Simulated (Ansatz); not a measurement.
The system is Cd.

```
Cd
1.0
     1.60803    0.92840    2.44929
    -1.60803    0.92840    2.44929
     0.00000   -1.85679    2.44929
Cd
1
Cartesian
  0.0000 0.0000 0.0000
```

This isn't the form of Cd at room conditions, which is hcp.

Base run:

| Property | Result |
| --- | --- |
| Program | Ansatz 0.2.0 |
| Functional | PBEsol |
| Potentials or basis | Ansatz PAW |
| Cutoff | 420 eV (not typed: the program's choice for these potentials) |
| k mesh | 10 × 10 × 10 |
| Occupations | gaussian, width 0.05 eV |
| Spin | no spin polarisation |

Its results: band gap on the k mesh none (metal or under the smearing width); pressure -2.2 GPa.

Question: After a change of settings the same cell gave: band gap on the k mesh none (metal or under the smearing width); pressure -0.3 GPa. Which change was it?
A. functional from PBEsol to r2SCAN; cutoff from 420 eV (not typed: the program's choice for these potentials) to 500 eV (not typed: the program's choice for these potentials); occupations from gaussian, width 0.05 eV to methfessel-paxton, width 0.1 eV
B. functional from PBEsol to PBE
C. functional from PBEsol to PBE; occupations from gaussian, width 0.05 eV to gaussian, width 0.02 eV

Answer: A.

Caveats: the PAW data sets come from PBE, with cores solved anew for the run's functional, which leaves a small shift of forces and pressure.
